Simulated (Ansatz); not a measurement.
Relaxation of a periodic cell of 19 atoms, HC18 (surface graphene monolayer, adsorbate H), to a largest force component of 0.03 eV/Å in at most 60 steps.

The calculation used DFT PBE-D3(BJ), scalar-relativistic, plane waves, PAW in Ansatz 0.2.0. Settings: cutoff 420 eV, k mesh 2x2x1, fermi-dirac smearing 0.05 eV, spin collinear.

```xyz
19
Lattice="7.3980 0.0000 0.0000 -3.6990 6.4069 0.0000 0.0000 0.0000 11.0000" Properties=species:S:1:pos:R:3
C 0.000 0.000 1.000
C 1.233 0.712 1.000
C -1.233 2.136 1.000
C 0.000 2.847 1.000
C -2.466 4.271 1.000
C -1.233 4.983 1.000
C 2.466 0.000 1.000
C 3.699 0.712 1.000
C 1.233 2.136 1.000
C 2.466 2.847 1.000
C 0.000 4.271 1.000
C 1.233 4.983 1.000
C 4.932 0.000 1.000
C 6.165 0.712 1.000
C 3.699 2.136 1.000
C 4.932 2.847 1.000
C 2.466 4.271 1.000
C 3.699 4.983 1.000
H 2.454 0.062 2.100
```

Problem. Where does it end, and by what steps?

Solution. The run converged. Limits of this set-up: coarse k mesh, slab without dipole correction. After 6 steps the energy has fallen by 0.630 eV; H19 moved furthest, 0.40 Å.

```json
{"step": "0", "energy less start (eV)": "0.0000", "largest force component (eV/Å)": "2.452", "accepted": "yes"}
{"step": "1", "energy less start (eV)": "-0.3573", "largest force component (eV/Å)": "1.000", "accepted": "yes"}
{"step": "2", "energy less start (eV)": "-0.5835", "largest force component (eV/Å)": "0.694", "accepted": "yes"}
{"step": "3", "energy less start (eV)": "-0.4915", "largest force component (eV/Å)": "1.778", "accepted": "no"}
{"step": "4", "energy less start (eV)": "-0.6288", "largest force component (eV/Å)": "0.144", "accepted": "yes"}
{"step": "5", "energy less start (eV)": "-0.6298", "largest force component (eV/Å)": "0.038", "accepted": "yes"}
{"step": "6", "energy less start (eV)": "-0.6299", "largest force component (eV/Å)": "0.012", "accepted": "yes"}
```

```xyz
19
Lattice="7.3980 0.0000 0.0000 -3.6990 6.4069 0.0000 0.0000 0.0000 11.0000" Properties=species:S:1:pos:R:3
C -0.001 0.010 0.951
C 1.206 0.730 1.016
C -1.234 2.139 0.883
C -0.004 2.849 0.895
C -2.460 4.271 0.951
C -1.234 4.956 1.017
C 2.465 0.003 1.366
C 3.725 0.730 1.016
C 1.226 2.135 0.951
C 2.465 2.852 0.981
C -0.007 4.271 0.951
C 1.233 4.986 0.981
C 4.931 0.010 0.951
C 6.164 0.719 0.894
C 3.705 2.135 0.951
C 4.934 2.849 0.895
C 2.465 4.274 0.979
C 3.697 4.986 0.981
H 2.465 0.004 2.492
```

Run time: 60 s on 2 threads of Arm Neoverse V1, on a shared host, peak memory 0.84 GiB.
